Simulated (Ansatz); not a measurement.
## Elastic constants of LiF (Fm-3m) under pressure

```
Li F
1.0
     0.00000    2.00397    2.00397
     2.00397    0.00000    2.00397
     2.00397    2.00397    0.00000
Li F
1 1
Direct
  0.00000 0.00000 0.00000
  0.50000 0.50000 0.50000
```

This is the zero-pressure cell. At each pressure cell and atoms are relaxed in this structure, and the constants are slopes of the stress at strains of ±0.005 with relaxed ions (the coefficients that govern stability under load). Level: PBEsol, PAW on Ansatz 0.2.0's default frozen-core files (fitted under PBE), scalar-relativistic; k mesh 10×10×10, strains of ±0.005, fixed occupations, cutoff 420 eV. P is the pressure of the relaxed cell, less that of this one.

```
P (GPa)    V/V₀  C11 (GPa)  C12 (GPa)  C44 (GPa)
   0.00  1.0000      125.4       45.5       62.0
   1.00  0.9866      134.0       47.4       63.0
   1.99       ?          ?          ?          ?
   3.99  0.9513      160.0       52.6       66.1
   6.98  0.9216      185.1       57.9       69.0
   9.99  0.8958      209.8       62.7       71.5
  15.00  0.8595      250.9       71.1       75.9
```

**Question.** Does the bulk modulus from the constants agree with the pressure-volume curve?

**Answer.** A third-order Birch-Murnaghan fit to the volumes shown (F against f, f = [(V₀/V)^(2/3) − 1]/2) gives B₀ = 72.1 GPa and B′ = 4.2. Its −V dP/dV stands beside (C11 + 2C12)/3:

```
P (GPa)  from P(V)  from the constants
   0.00       72.1                72.1
   1.00       76.3                76.2
   3.99       88.4                88.4
   6.98      100.1               100.3
   9.99      111.7               111.8
  15.00      130.5               131.0
```

**Question.** What are the pressure derivatives at zero pressure?

**Answer.** Slopes at V₀ of quadratic fits in −ln(V/V₀) through the first four rows shown, divided by B₀: dC11/dP = 8.8, dC12/dP = 1.8, dC44/dP = 1.1. The mean slopes up to 4.0 GPa are 8.7, 1.8, 1.0; curvature and scatter of the constants part the two. The combination (dC11/dP + 2 dC12/dP)/3 = 4.1 stands against B′.

**Question.** Fill the row at 1.99 GPa.

**Answer.** Cubic fits in −ln(V/V₀) through all rows shown give C11 = 142.8, C12 = 49.1, C44 = 64.1 GPa. Computed: V/V₀ = 0.9742, C11 (GPa) = 142.4, C12 (GPa) = 49.0, C44 (GPa) = 64.0.

**Question.** Does a shear stiffness soften?

**Answer.** C44 goes from 62.0 to 75.9 GPa; (C11 − C12)/2 goes from 39.9 to 89.9 GPa. Neither ends more than 3 % under its start, and the lattice stays mechanically stable over this range.

Caveats: no other phase was computed; many crystals of this kind change structure within this range, and rows or crossings beyond such a change describe a metastable lattice; frozen-core PAW files fitted under PBE, their cores solved anew for the functional of the run; phonons weren't checked at these pressures.
